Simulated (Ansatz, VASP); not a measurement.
**Two plane-wave programs on Sc**

```
Sc
1.0
     0.00000    2.27050    2.23644
     2.27050    0.00000    2.23644
     2.27050    2.27050    0.00000
Sc
1
Direct
  0.00000 0.00000 0.00000
```

Change from the starting cell: strain +0.000 along x and y, -0.015 along z, atoms carried along.

Alike in both runs: task single point; functional LDA; k mesh 18 × 18 × 18; occupations gaussian, width 0.15 eV; no spin polarisation.

|  | VASP | Ansatz |
| --- | --- | --- |
| version | VASP 6.6.1 | Ansatz 0.2.0 |
| potentials or method | VASP PAW LDA potentials, release 64 (Sc_sv) | scalar-relativistic, plane waves, PAW |
| plane-wave cutoff (eV) | 520 | 420 |
| valence electrons in the cell | 11 | 11 |

|  | VASP | Ansatz | Ansatz less VASP |
| --- | --- | --- | --- |
| gap on the k mesh at the Fermi level (eV) | none | none | - |
| pressure (GPa) | -1.6 | -1.6 | -0.06 |
| largest component of the traceless stress (GPa) | 0.31 | 0.31 | 0.000 |

A gap of «none» marks a metal or a gap that the smearing closes.
